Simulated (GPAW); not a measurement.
Wanted: an ASE script for a GPAW 26.7.0 run.

```
Task                : band structure
Functional          : BLYP
Potentials or basis : PAW data sets generated in the run's folder for this functional
Cutoff              : 600 eV
Basis               : pw
k mesh              : 5 × 5 × 7
Occupations         : fermi-dirac, width 0.05 eV
Spin                : no spin polarisation
Eigensolver         : davidson
Maxiter             : 150
Band path           : GMKGALHA,LM,KH
Band points         : 80
```

The system is Ti.

```
CELL_PARAMETERS angstrom
4.56737 0.00000 0.00000
-2.28369 3.95546 0.00000
0.00000 0.00000 2.82624
ATOMIC_POSITIONS crystal
Ti 0.66667 0.33333 0.50000
Ti 0.33333 0.66667 0.50000
Ti 0.00000 0.00000 0.00000
```

This isn't the form of Ti at room conditions, which is hcp.

The input as run:

run.py

```python
from ase import Atoms
from ase.dft.bandgap import bandgap
from ase.io import write
from ase.units import GPa
from gpaw import GPAW, PW, setup_paths

setup_paths.insert(0, '.')

atoms = Atoms(['Ti', 'Ti', 'Ti'],
              cell=[[4.5673748306, 0.0, 0.0],
                    [-2.2836874153, 3.9554626319, 0.0],
                    [0.0, 0.0, 2.82624427]],
              scaled_positions=[[0.6666666667, 0.3333333333, 0.5],
                                [0.3333333333, 0.6666666667, 0.5],
                                [0.0, 0.0, 0.0]],
              pbc=True)

calc = GPAW(mode=PW(600),
            xc='BLYP',
            kpts={'size': (5, 5, 7), 'gamma': True},
            occupations={'name': 'fermi-dirac', 'width': 0.05},
            nbands=34,
            convergence={'density': 1e-05, 'energy': 1e-05},
            eigensolver='davidson',
            maxiter=150,
            txt='gpaw.txt')
atoms.calc = calc
energy = atoms.get_potential_energy()
forces = atoms.get_forces()
stress = atoms.get_stress()
calc.write('gs.gpw')
write('result.traj', atoms)
print(f'Energy: {energy:.6f} eV')
print('Forces (eV/A):')
print(forces.round(4))
print('Stress (GPa):', (stress / GPa).round(3))
print('Fermi level:', round(calc.get_fermi_level(), 4), 'eV')
print(f'Gap: {bandgap(calc)[0]:.4f} eV, direct: {bandgap(calc, direct=True)[0]:.4f} eV')

path = atoms.cell.bandpath('GMKGALHA,LM,KH', npoints=80, eps=1e-4)
bs_calc = calc.fixed_density(kpts=path, symmetry='off', nbands=49,
                             convergence={'bands': 'CBM+6.0', 'eigenstates': 1e-6}, txt='bands.txt')
bs = bs_calc.band_structure()
bs.write('bs.json')
print(f'Gap on the path: {bandgap(bs_calc)[0]:.4f} eV')
```

Potentials or basis: PAW data sets generated in the run's folder for this functional, pw.

Launch:

```bash
$ gpaw-setup -f BLYP Ti
$ OMP_NUM_THREADS=1 python run.py
```

It gave:

| Item | Value |
| --- | --- |
| Pressure | 2.8 GPa |
| Band gap along the path | none (metal or under the smearing width) |

It took 71 s on 1 thread of Arm Neoverse V1, with other jobs on the host, peak memory 0.32 GiB.
